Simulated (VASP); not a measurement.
Input of a VASP 6.6.1 run:

File INCAR:

```
ALGO = Normal
EDIFF = 1E-6
ENCUT = 520
GGA = PE
ISIF = 2
ISMEAR = 0
LASPH = T
LCHARG = F
LREAL = F
LWAVE = F
NELM = 80
PREC = Accurate
SIGMA = 0.015
```

File KPOINTS:

```
k-points
0
Gamma
  8 8 8
```

File POSCAR:

```
BeTe
1.0
    0.0000000000      2.7700000000      2.7700000000
    2.7700000000      0.0000000000      2.7700000000
    2.7700000000      2.7700000000      0.0000000000
Te Be
1 1
Direct
    0.7500000000      0.7500000000      0.7500000000
    0.0000000000      0.0000000000      0.0000000000
```

Potentials or basis: VASP PAW PBE potentials, release 64 (Te, Be).

Run with:

```bash
$ cat potpaw_PBE.64/Te/POTCAR potpaw_PBE.64/Be/POTCAR > POTCAR
$ mpirun -np 1 vasp_std > vasp.out
```

Q: Estimate the pressure.

A: 4.5 GPa.

Q: Predict the band gap on the k mesh.

A: 1.85 eV, indirect (least direct gap 3.56 eV).

Caveat: spin-orbit coupling is left out, which moves the levels of the heavy elements. A k mesh can miss the band edges.
